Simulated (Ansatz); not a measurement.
H in its lowest state found on the top face of a (101) slab of MoP (P-6m2 (No. 187)), 8 planes, outer planes Mo (top) and P (bottom); 1 a cell of 13.52 Å², its atoms last:

```xyz
9
Lattice="3.2062 0.0000 0.0000 -1.6031 4.2172 0.0000 0.0000 0.0000 25.6180" Properties=species:S:1:pos:R:3 pbc="T T T"
P     0.0000    3.6321    8.5000
Mo    1.6031    1.8282    8.8483
P     0.0000    1.2431   10.5899
Mo    0.0000    3.6564   10.9382
P     1.6032    3.0465   12.6728
Mo   -0.0003    1.2497   13.0278
P     1.6035    0.6186   15.0121
Mo    1.6029    3.0193   14.9670
H    -0.0005    0.0241   16.1998
```

Computed with Ansatz 0.2.0, DFT PBEsol, scalar-relativistic, plane waves, PAW. Settings: cutoff 420 eV, Γ-centred mesh 10×7×1 on the computed 9-atom cell, Gaussian smearing of 0.10 eV; no spin polarisation. The cell repeats along c with a dipole correction in the vacuum.

The clean top face has a work function of 4.48 eV. Adsorption changes the slab's dipole along +c by Δp = -0.0489 e·Å a cell (-0.23 D an adsorbate).

(1) What change of work function does the Helmholtz equation give?

(2) How does that compare with the calculation?

(3) What does the sign say about the electrons?

## Answers

(1) A sheet of dipoles makes a step in an electron's potential energy of −e·Δp/(ε0·A), and e/ε0 = 180.95 eV·Å for Δp in e·Å: −180.95 × (-0.0489)/13.52 = +0.65 eV. This is the change of φ(top) − φ(bottom). If the bottom face is unmoved, φ(top) becomes 5.13 eV.

(2) φ(top) changes by +0.67 eV and φ(bottom) by +0.02 eV, so their difference changes by +0.65 eV. The bottom face hardly moves.

(3) The change of dipole points into the surface (negative end outward), so the work function rises. Electrons gather on the vacuum side. Δp also holds the adsorbate's own dipole and the moves of the surface atoms, so it isn't a charge transfer alone.